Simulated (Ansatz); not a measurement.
Crystal: MnS.

```xyz
2
Lattice="0.0000 2.4735 2.4735 2.4735 0.0000 2.4735 2.4735 2.4735 0.0000" Properties=species:S:1:pos:R:3 pbc="T T T"
Mn    0.0000    0.0000    0.0000
S     3.7102    3.7102    3.7102
```

The cell is a database's computed one.

* Program: Ansatz 0.2.0
* Task: relaxation of cell and atoms
* Functional: RPBE
* Potentials or basis: all-electron LAPW, scalar-relativistic
* Basis error allowed: 0.001 eV/atom
* k mesh: 9 × 9 × 9
* Occupations: fermi-dirac, width 0.05 eV
* Spin: collinear spin, ferromagnetic start
* Starting moments: [4.0, 0.0] μB

At the start: volume 15.13 Å³/atom.

Task: How do energy, volume and symmetry change on relaxing?

Result: Over 5 steps the energy falls by 13.6 meV/atom and the volume is 15.85 Å³/atom (+4.7 %); space group F-43m (No. 216, to 0.05 Å); moment 0.25 μB per cell.

Step by step:
```tsv
step	energy change (eV)	largest force (eV/Å)	volume (Å³)
1	0.0000	0.0000	30.27
2	-0.0229	0.0000	31.12
3	-0.0271	0.0000	31.66
4	-0.0271	0.0000	31.70
5	-0.0271	0.0000	31.70
```

Final structure:
```cif
data_structure
_symmetry_space_group_name_H-M 'P 1'
_symmetry_Int_Tables_number 1
_cell_length_a 3.5525
_cell_length_b 3.5525
_cell_length_c 3.5525
_cell_angle_alpha 60.000
_cell_angle_beta 60.000
_cell_angle_gamma 60.000
_cell_volume 31.70
loop_
_atom_site_label
_atom_site_type_symbol
_atom_site_fract_x
_atom_site_fract_y
_atom_site_fract_z
_atom_site_occupancy
Mn1 Mn 0.00000 0.00000 0.00000 1
S1 S 0.75000 0.75000 0.75000 1
```

Caveat: the moment fell far below its start of 4 μB, so a state of higher moment may lie lower in energy; the starting moments weren't kept.
